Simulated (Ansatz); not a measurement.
# Os/AlN/Al: conductance against the thickness of the layer, part 3 of 6

Aim: the conductance of Os/AlN/Al junctions as the barrier thickens. The lower electrode is Os hcp(0001), the upper one Al fcc(111); the barrier is AlN rock salt(111) (Al and Al faces). In the first transport cell, after relaxation, the nearest pair of electrode and barrier is Os–Al at 2.66 Å, at a slant, at the lower face and Al–Al at 2.78 Å, at a slant, at the upper one. All share a net of side 2.75 Å, which strains the lower electrode by +0.0 %, the upper one by -3.7 % and the barrier by -4.5 %, against typed lattice constants near PBE's. The first steps treat the bulk electrodes alone.

Ansatz 0.2.0; PBE DFT, plane waves, PAW files (the session's first sound run).

So far. Step 4 (Relaxation): The largest force component on a free atom ends at 0.011 eV/Å. At one or more of this run's solves the program warned of density in the dipole ramp over its bound, where dipole, forces and levels can be off.

**5. The open system: T(E)**

This step: PBE DFT, plane waves, PAW files; ballistic transmission by layer matching between semi-infinite leads (Ansatz 0.2.0).

System of this step: Os/AlN/Al. The cell holds 28 atoms: 11 Os, 13 Al and 4 N. Its edges and angles: a = 2.750 Å, b = 2.750 Å, c = 66.652 Å, α = 90.0°, β = 90.0°, γ = 120.0°. Regions: left electrode, 11 atoms (11 Os); barrier, 9 atoms (5 Al and 4 N); right electrode, 8 atoms (8 Al). Vacuum lies along c.

The relaxed core is set between ideal electrode layers (this cell holds 9 atomic planes between the electrodes; where that differs from the relaxed slab, whole periods were copied in or cut out without a new relaxation), which the solver continues as semi-infinite leads. A wide energy window on a coarse mesh (18×18) shows where the Fermi level lies against the barrier's bands; the projected density of states shows how far the metals' states reach in.

The input, input.yaml:

```yaml
crystal:
  lattice:
    - [2.75, 0.0, 0.0]
    - [-1.375, 2.3815698604, 0.0]
    - [0.0, 0.0, 66.651580851]
  atoms:
    - { symbol: Os, position: [0.33333333, 0.66666667, 0.1050237655] }
    - { symbol: Os, position: [0.0, 0.0, 0.137673966] }
    - { symbol: Os, position: [0.33333333, 0.66666667, 0.1703241664] }
    - { symbol: Os, position: [0.0, 0.0, 0.2029743668] }
    - { symbol: Os, position: [0.33333333, 0.66666667, 0.2356245672] }
    - { symbol: Os, position: [0.0, 0.0, 0.2682747676] }
    - { symbol: Os, position: [0.33333333, 0.66666667, 0.3009249681] }
    - { symbol: Os, position: [0.0, 0.0, 0.3335751685] }
    - { symbol: Os, position: [0.33333333, 0.66666667, 0.3662253689] }
    - { symbol: Os, position: [0.0, 0.0, 0.3988755693] }
    - { symbol: Os, position: [0.33333333, 0.66666667, 0.431543413] }
    - { symbol: Al, position: [0.66666667, 0.33333333, 0.4635417549] }
    - { symbol: "N", position: [0.0, 0.0, 0.481844129] }
    - { symbol: Al, position: [0.33333333, 0.66666667, 0.4992892333] }
    - { symbol: "N", position: [0.66666667, 0.33333333, 0.5173463733] }
    - { symbol: Al, position: [0.0, 0.0, 0.5348168107] }
    - { symbol: "N", position: [0.33333333, 0.66666667, 0.552848616] }
    - { symbol: Al, position: [0.66666667, 0.33333333, 0.5703419893] }
    - { symbol: "N", position: [0.0, 0.0, 0.5882983433] }
    - { symbol: Al, position: [0.33333333, 0.66666667, 0.6062198619] }
    - { symbol: Al, position: [0.66666667, 0.33333333, 0.640423009] }
    - { symbol: Al, position: [0.0, 0.0, 0.676664702] }
    - { symbol: Al, position: [0.33333333, 0.66666667, 0.7130499574] }
    - { symbol: Al, position: [0.66666667, 0.33333333, 0.7494352128] }
    - { symbol: Al, position: [0.0, 0.0, 0.7858204682] }
    - { symbol: Al, position: [0.33333333, 0.66666667, 0.8222057236] }
    - { symbol: Al, position: [0.66666667, 0.33333333, 0.8585909791] }
    - { symbol: Al, position: [0.0, 0.0, 0.8949762345] }
kpoints:
  mp_grid: { grid: [12, 12, 1] }
scf:
  occupations: { method: fermi_dirac, width: 0.1 }
  max_iter: 150
hamiltonian:
  xc: pbe
output:
  transmission:
    kmesh: [18, 18]
    e_range: [-2.5, 2.5]
    de: 0.1
    leads: [[4, 6], [24, 25]]
  dos: { projected: true, e_range: [-6, 5], de: 0.05 }
  write_potential: true
  write_density: true
  volumetric_format: npy
  elf: true
```

Launch:

```sh
$ ansatz run input.yaml --threads 4 --pin off --max-ram 10240MiB --backend cpu --events-out ev --progress --plain --runs-dir out
```

Numbers of over 12 decimals in the logs are rounded to 6 here.

Output:

```text
[...]
Crystal: 28 atoms, lattice volume = 436.522 Å³
Basis set: ecut = 420 eV, 8557 PW (Γ)
Bands: 146, of which v1, the nominal top of the filled ones, is band 118 counted from 1 (117 counted from 0)
Symmetry: 6 space group operations
[...]
k-points: 19 of 144 (time reversal used)
[...]
SCF iter   1: F=—  HF=-133760.890144 eV  |F-HF|=—  |Δ(HF+E_count)|=         —  Δρ=1.45e-2  dr2=1.82e2  ethr=1.77e-3  ⟨swp⟩=9.8  Hψ=13882  notcnv=0  defer=25
[...]
SCF iter  10: F=-133760.439264 eV  HF=-133760.439264 eV  |F-HF|=1.70e-8  |Δ(HF+E_count)|=   7.95e-9  Δρ=1.27e-6  dr2=2.13e-8  ethr=4.26e-11  ⟨swp⟩=15.5  Hψ=8181  notcnv=0
SCF 1 converged in 10 iterations: F = -133760.439264 eV  dr2 = 2.13e-8
[...]
transmission: 211 of 2109 steps passed
transmission: 422 of 2109 steps passed
[...]
transmission: 2109 of 2109 steps passed
WARN: The output density's exchange-correlation potential varies sharply where the density is thin. Do not read a vacuum level from v_tot or v_xc, or from such a field of the output density. On a cell that repeats whose density bears no net charge and no dipole along the vacuum's axis use v_es (v_loc + v_h of the components); under efield.dipole_correction with no amplitude use v_es + v_field, which holds any externa [...]
SCF converged after 10 iterations
Free energy (F): -133760.439264 eV
[...]
Internal energy: -133760.084101 eV  (E = F + TS)
E sigma→0 (E₀):  -133760.261683 eV
Entropy (-TS):   -0.355163 eV (-12.684 meV/atom)
Fermi energy:    13.038324 eV
[...]
--- Band table (eV; the first three rows and the last of 19) ---
  k-point 0: bands = [... 114 lower, 11.6603, 11.7792, 12.0090, 12.0090, 12.4629, 12.4629, 12.5584, 12.5970, ... 24 higher]
  k-point 1: bands = [... 114 lower, 11.4015, 11.5161, 11.8571, 11.8985, 11.9930, 12.3108, 12.3666, 12.5529, ... 24 higher]
  k-point 2: bands = [... 114 lower, 11.6451, 11.6732, 11.7161, 11.7611, 11.9467, 12.1355, 12.3145, 12.5701, ... 24 higher]
  k-point 18: bands = [... 114 lower, 11.9417, 12.0196, 12.0978, 12.4633, 12.6691, 13.3796, 13.7303, 13.9172, ... 24 higher]
--- Transmission ---
  basis      : 55 plane waves across, 57 finite elements along
  points     : 37, standing for a mesh of 18 x 18
  energies   : 51 from -2.500000 to 2.500000 eV about the Fermi level, 0.100000 eV apart; the leads are filled to 0.000000 eV, and channels, transmission and decay are at 0.000000 eV
  crystal 0  : Os2, at the sites [4, 6], period 4.3524 Å, over 23.94 Å; its Hamiltonian steps by up to 31.8 meV: too much for a lead, lay more layers or, if its atoms are ordered, name the step of that order
    offset         : up to 0.0000 Å between an atom of the period and one for which it stands
    channels       : 1.225309e0 a spin
    conductance    : none, the energies end too early or step too widely for 300 K: set another output.transmission.e_range or a lower de, or, where they end at an eighth of basis.ecutwfc, a higher one
    slowest decay  : 0.1024 /Å at (0.2222, 0.2222)
  crystal 1  : Al1, at the sites [24, 25], period 2.4251 Å, over 19.40 Å; its Hamiltonian steps by up to 11.0 meV
[...]
channels       : 1.262346e0 a spin
[...]
slowest decay  : 0.0865 /Å at (0.3333, 0.2778)
  junction   : crystal 0 to crystal 1, 18.27 to 49.44 Å
    transmission   : 5.250197e-4 a spin
[...]
```

It took 1.7 min on 4 threads of Intel Xeon Platinum 8375C at 2.90GHz (Ice Lake), shared host; peak memory 2.3 GiB; 5.5 min of CPU time.

Numbers from this step:

| Item | Value |
| --- | --- |
| free energy | -133760.4393 eV |
| Fermi energy | 13.04 eV |
| level to which the leads are filled | 0 eV from the Fermi level |
| transmission at the Fermi level (a spin, zone mean) | 5.25e-4 |
| channels of the lower lead | 1.225 |
| channels of the upper lead | 1.262 |
| potential step in the lower lead | 31.8 meV |
| potential step in the upper lead | 11 meV |

One spin. Table of transmission, zone mean by energy, zero at the Fermi level:

energy (eV), transmission, zone mean and a bar:
```
    -2.50     0.0364 ##############################
    -2.30     0.0240 ####################
    -2.00     0.0326 ###########################
    -1.80     0.0051 ####
    -1.50     0.0022 ##
    -1.30     0.0025 ##
    -1.10     0.0023 ##
    -0.80     0.0011 #
    -0.60     0.0008 #
    -0.40     0.0008 #
    -0.10     0.0005 
     0.00     0.0005 
     0.10     0.0005 
     0.40     0.0003 
     0.60     0.0002 
     0.80     0.0002 
     1.10     0.0003 
     1.30     0.0004 
     1.50     0.0007 
     1.80     0.0016 #
     2.00     0.0027 ##
     2.30     0.0049 ####
     2.40     0.0075 ######
     2.50     0.0058 #####
```

One spin. Table of open channels, zone mean by energy, zero at the Fermi level:

| energy (eV) | lower lead | upper lead |
| --- | --- | --- |
| -2.50 | 1.53 | 1.07 |
| -2.40 | 1.56 | 1.07 |
| -2.20 | 1.55 | 1.05 |
| -2.10 | 1.73 | 1.07 |
| -2.00 | 1.60 | 1.07 |
| -1.80 | 1.48 | 0.994 |
| -1.70 | 1.51 | 0.994 |
| -1.60 | 1.29 | 0.994 |
| -1.40 | 1.33 | 1.10 |
| -1.30 | 1.43 | 1.17 |
| -1.10 | 1.28 | 1.13 |
| -1.00 | 1.30 | 1.21 |
| -0.90 | 1.43 | 1.23 |
| -0.70 | 1.38 | 1.21 |
| -0.60 | 1.27 | 1.21 |
| -0.50 | 1.32 | 1.24 |
| -0.30 | 1.23 | 1.30 |
| -0.20 | 1.23 | 1.28 |
| -0.10 | 1.28 | 1.30 |
| 0.00 | 1.23 | 1.26 |
| 0.10 | 1.21 | 1.34 |
| 0.20 | 1.21 | 1.37 |
| 0.30 | 1.17 | 1.39 |
| 0.50 | 1.11 | 1.43 |
| 0.60 | 1.34 | 1.43 |
| 0.70 | 1.34 | 1.45 |
| 0.90 | 1.24 | 1.47 |
| 1.00 | 1.47 | 1.50 |
| 1.10 | 1.61 | 1.50 |
| 1.30 | 1.91 | 1.52 |
| 1.40 | 1.91 | 1.56 |
| 1.60 | 2.08 | 1.54 |
| 1.70 | 2.03 | 1.50 |
| 1.80 | 1.98 | 1.61 |
| 2.00 | 1.91 | 1.65 |
| 2.10 | 1.85 | 1.58 |
| 2.20 | 1.85 | 1.60 |
| 2.40 | 1.74 | 1.65 |
| 2.50 | 1.13 | 1.71 |

Transmission over k1 and k2. At 0.0000 eV from the Fermi level; zeros and values more than six decades under the largest are shown at that floor.

log10 of the mean of each cell; the least values stand at a floor. Values, 12 rows by 16 columns:
```
-2.7 -2.3 -3.5 -4.7 -5.4 -5.2 -4.7 -3.4 -2.3 -2.8 -2.9 -3.7 -4.7 -4.8 -3.7 -2.8
-3.6 -3.7 -5.5 -5.9 -5.6 -5.3 -5.4 -5.6 -4.6 -3.7 -3.7 -4.0 -5.2 -8.1 -6.1 -3.9
-4.7 -5.1 -6.2 -3.7 -3.3 -3.5 -3.6 -3.4 -3.4 -3.9 -5.3 -4.9 -4.6 -4.8 -5.7 -4.5
-4.4 -5.1 -5.6 -3.9 -3.4 -3.3 -3.3 -3.3 -3.3 -3.4 -4.0 -5.6 -5.0 -4.5 -3.7 -3.6
-3.0 -3.7 -5.6 -3.9 -3.5 -3.3 -3.2 -3.3 -3.3 -3.3 -3.5 -3.6 -4.1 -4.8 -3.3 -2.7
-2.3 -2.3 -5.9 -3.7 -3.3 -3.3 -3.2 -3.4 -3.8 -3.3 -3.3 -3.3 -3.4 -4.0 -3.8 -2.3
-2.8 -2.8 -3.4 -5.1 -3.7 -3.5 -3.4 -3.3 -3.4 -3.3 -3.2 -3.3 -3.4 -3.9 -5.4 -3.4
-3.5 -3.0 -3.5 -4.5 -5.3 -4.3 -3.7 -3.4 -3.3 -3.3 -3.3 -3.3 -3.6 -4.1 -5.8 -4.7
-4.7 -4.7 -5.3 -4.7 -4.8 -5.3 -5.4 -3.5 -3.3 -3.4 -3.5 -3.4 -3.3 -3.8 -6.0 -5.4
-4.4 -4.7 -8.1 -5.2 -4.8 -4.5 -4.6 -5.2 -3.8 -3.8 -4.1 -3.9 -3.8 -4.3 -5.5 -4.6
-3.0 -3.1 -4.1 -5.0 -5.0 -3.6 -3.0 -3.0 -2.6 -3.8 -5.0 -5.6 -5.6 -4.9 -3.8 -2.5
-2.3 -2.8 -3.4 -4.5 -4.6 -3.9 -3.0 -2.8 -2.2 -2.9 -3.5 -4.5 -4.8 -4.4 -3.3 -2.4
```
Columns: k1 (b1) from -0.5 to 0.444; rows upwards: k2 (b2) from -0.5 to 0.444.

Open channels of the lower lead over k1 and k2. At 0.0000 eV from the Fermi level.

Ten even steps from '_' (0.00) to '@' (3.00):
```
--@@------__------@@----------------
--------________--------------------
--------__------__------------------
----____@@********@@____------------
--____--**************--____--------
----__--****************--__--------
----__--******************--__------
------__********************__------
@@@@----@@******************@@----@@
--------__********************__----
--------__--******************--__--
----------__--****************--__--
----------____--**************--____
--------------____@@********@@____--
--------------------__------__------
----------------------________------
------------------@@------__------@@
@@----------------@@----------------
```
Columns: k1 (b1) from -0.5 to 0.444; rows upwards: k2 (b2) from -0.5 to 0.444.

Open channels of the upper lead over k1 and k2. At 0.0000 eV from the Fermi level.

Values, 12 rows by 16 columns, each cell a mean:
```
2.00 2.00 1.89 1.37 1.00 1.00 1.52 1.67 2.00 2.00 2.00 1.70 0.96 0.67 1.70 2.00
2.00 1.85 1.22 1.00 1.00 1.00 1.00 1.00 1.33 1.48 2.00 1.70 0.59 0.00 0.52 1.26
1.00 1.00 1.00 1.00 1.00 1.00 1.00 1.00 1.00 1.00 1.00 1.00 1.00 0.56 0.59 0.96
1.59 1.00 1.00 1.00 1.00 1.00 1.00 1.00 1.00 1.00 1.00 1.00 1.00 1.44 1.93 1.70
2.00 1.78 1.00 1.00 1.00 1.00 1.00 1.00 1.00 1.00 1.00 1.00 1.00 1.44 1.93 2.00
2.00 1.93 1.44 1.00 1.00 1.00 1.00 1.00 1.00 1.00 1.00 1.00 1.00 1.00 1.78 2.00
2.00 2.00 1.78 1.19 1.00 1.00 1.00 1.00 1.00 1.00 1.00 1.00 1.00 1.00 1.00 1.89
2.00 2.00 2.00 1.56 1.00 1.00 1.00 1.00 1.00 1.00 1.00 1.00 1.00 1.00 1.00 1.30
1.00 1.07 1.11 0.81 1.00 1.00 1.00 1.00 1.00 1.00 1.00 1.00 1.00 1.00 1.00 1.00
1.59 0.78 0.00 0.15 0.70 1.44 1.67 1.07 1.00 1.00 1.00 1.00 1.00 1.00 1.00 1.59
2.00 2.00 1.44 0.33 1.07 1.89 2.00 2.00 1.93 1.33 1.22 1.00 1.00 1.22 1.85 2.00
2.00 2.00 1.89 1.37 1.00 1.67 2.00 2.00 2.00 2.00 1.89 1.37 1.00 1.67 2.00 2.00
```
Columns: k1 (b1) from -0.5 to 0.444; rows upwards: k2 (b2) from -0.5 to 0.444.

Projected DOS an atom over height of the atomic layer and energy from the Fermi level. Layers: Os Os Os Os Os Os Os Os Os Os Os Al N Al N Al N Al N Al Al Al Al Al Al Al Al Al; projections on atoms miss part of the total, and the computed bands can run out at the top of the range; a column is the mean of 2 neighbouring layers, the last of those left over.

Ten even steps from '0' (0.00 states/eV) to '9' (1.87 states/eV), each cell a mean:
```
00000000000000
00000000001111
11111100001121
11111100012223
22222200001112
57776200001112
67777200002222
65455200001212
53433200001111
43333200001122
43332200002222
43333200002222
64434300001111
55666400001111
97777311012111
77777421112222
68786422221111
34444323221111
55555322221111
56565322321111
44555212111111
54444311121111
```
Columns: height of the atomic layer (Å) from 8.09 to 58.4 (not evenly spaced); rows upwards: energy from the Fermi level (eV) from -6 to 5.

ELF in the ca plane at fractional y = 0.000, with atoms of Os and N and Al within 0.2 Å of it. It is the smooth field of the valence electrons, not physical close to the nuclei.

Ten even steps from '0' (0.01) to '9' (0.81), each cell a mean:
```
86763443343586763444443223895697211210001211
67743433344467743433334433799996234552025543
34334334334334334334335653467763268885247887
44443245433444443345435762122221399985248999
33334345433333334345435763345542389985248998
56534433334356534433334543699985246764136765
87853433343577853433333323898896212331002321
74763443443674763444443213882497201100000110
```
Columns run along c (16.0 Å, from fractional 0.33 to 0.57 of the cell), rows up along a (2.7 Å). Atoms in or near the plane, at fractional coordinates: Os at (0.33, 0.00), Os at (0.40, 0.00), N at (0.48, 0.00), Al at (0.53, 0.00).

Valence density in the ca plane at fractional y = 0.000, with atoms of Os and N and Al within 0.2 Å of it. It is the smooth field of the valence electrons, not physical close to the nuclei.

Values in e/Å³, 5 rows by 16 columns, each cell a mean:
```
0.4 0.4 1.8 5.6 0.7 0.4 0.2 0.2 1.9 1.4 0.2 0.2 0.1 0.2 0.2 1.7
0.6 0.8 0.5 1.2 0.5 0.9 0.4 0.2 0.5 0.4 0.3 0.5 0.3 0.5 0.3 0.5
0.7 1.2 0.4 0.5 0.4 1.4 0.5 0.2 0.3 0.2 0.4 0.7 0.3 0.7 0.4 0.3
0.5 0.6 0.8 2.4 0.5 0.7 0.3 0.2 0.9 0.7 0.3 0.4 0.2 0.4 0.3 0.8
0.4 0.4 2.3 6.8 0.8 0.4 0.2 0.2 2.4 1.7 0.2 0.2 0.1 0.2 0.2 2.0
```
Columns run along c (16.0 Å, from fractional 0.35 to 0.59 of the cell), rows up along a (2.7 Å). Atoms in or near the plane, at fractional coordinates: Os at (0.40, 0.00), N at (0.48, 0.00), Al at (0.53, 0.00), N at (0.59, 0.00).

Electrostatic potential energy in the ca plane at fractional y = 0.000, with atoms of Os and N and Al within 0.2 Å of it. With pseudopotentials it is smooth inside the atoms' cores, unlike the true potential.

Ten even steps from '0' (-42 eV) to '9' (13 eV), each cell a mean:
```
99999972000599999999998203899998688679999950
99889985213799889999989767989999766789998886
98667998667998667998778999878999888899987789
97446899999997446898778999767899999999876789
97556999888997556898778999877899988999977789
98778996435898778999889888888999876789988888
99999973001699999999998425899998677679999972
99999961000489999999997101799998688779999940
```
Columns run along c (16.0 Å, from fractional 0.35 to 0.59 of the cell; values clipped at the 3rd and 97th percentile), rows up along a (2.7 Å). Atoms in or near the plane, at fractional coordinates: Os at (0.40, 0.00), N at (0.48, 0.00), Al at (0.53, 0.00), N at (0.59, 0.00).

At the Fermi level the transmission is 5.3e-4, as a zone mean for one spin on this coarse mesh. At the Fermi level the layers of this cell's barrier hold from 0.0016 to 0.18 states an eV and atom. In the worse lead the potential repeats within 32 meV, which the program flags as too much for a lead, so G carries that doubt.

(Continued in part 4 of 6.)

[Logs are printed without paths, hosts, clocks, repeated set-up lines and the standing remarks that a program may print on its own settings, such as how far it seeks lower states.]

[Hosts, paths, dates, database ids (printed as entryN), source tags and the programs' standing remarks are cut or masked in the printed files.]
